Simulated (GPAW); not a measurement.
**Sb in GPAW: convergence with plane-wave cutoff (eV)**

Input of the first run (plane-wave cutoff (eV) 200); the others differ in this setting and in those tied to it:

Contents of run.py:

```python
from ase.dft.bandgap import bandgap
from ase.io import read, write
from ase.units import GPa
from gpaw import GPAW, PW

atoms = read('POSCAR')

calc = GPAW(mode=PW(200),
            xc='PBE',
            kpts={'size': (10, 10, 10), 'gamma': True},
            occupations={'name': 'fermi-dirac', 'width': 0.05},
            nbands=15,
            convergence={'density': 1e-05, 'energy': 1e-05},
            maxiter=100,
            txt='gpaw.txt')
atoms.calc = calc
energy = atoms.get_potential_energy()
forces = atoms.get_forces()
stress = atoms.get_stress()
calc.write('gs.gpw')
write('result.traj', atoms)
print(f'Energy: {energy:.6f} eV')
print('Forces (eV/A):')
print(forces.round(4))
print('Stress (GPa):', (stress / GPa).round(3))
print('Fermi level:', round(calc.get_fermi_level(), 4), 'eV')
print(f'Gap: {bandgap(calc)[0]:.4f} eV, direct: {bandgap(calc, direct=True)[0]:.4f} eV')
```

Contents of POSCAR:

```
Sb
1.0
    0.0000000000      2.3712425216      2.3712425216
    2.3712425216      0.0000000000      2.3712425216
    2.3712425216      2.3712425216      0.0000000000
Sb
1
Direct
    0.0000000000      0.0000000000      0.0000000000
```

Potentials or basis: GPAW PAW data sets (gpaw-data 1.2.1), pw.

Run with:

```console
$ OMP_NUM_THREADS=1 python run.py
```

This isn't the form of Sb at room conditions, which is rhombohedral.

Hardware: 1 thread of Arm Neoverse V2, on a shared host.

| plane-wave cutoff (eV) | energy less the tightest run, at zero smearing (meV/atom) | pressure (GPa) | SCF cycles | CPU time (s) | peak memory (GiB) |
| --- | --- | --- | --- | --- | --- |
| 200 | 1031.62 | -3.25 | 7 | 3.3 | 0.12 |
| 250 | 928.13 | -2.51 | 8 | 4.2 | 0.12 |
| 300 | 621.52 | -6.64 | 8 | 4.3 | 0.12 |
| 350 | 312.38 | -5.41 | 8 | 4.9 | 0.12 |
| 400 | 126.98 | -2.50 | 8 | 5 | 0.13 |
| 500 | 11.26 | 0.93 | 8 | 8.2 | 0.13 |
| 600 | 0.72 | 1.53 | 8 | 7.9 | 0.14 |
| 800 | 0.21 | 1.55 | 8 | 15 | 0.16 |
| 1000 | 0.00 | 1.56 | 8 | 15 | 0.17 |

Against the tightest run, the energy stays within 1 meV/atom from 600 on; the pressure stays within 0.1 GPa from 600 on. The tightest run that finished is the yardstick and may itself not be fully converged.

The run has no spin-orbit coupling, so splittings on Sb are missing.
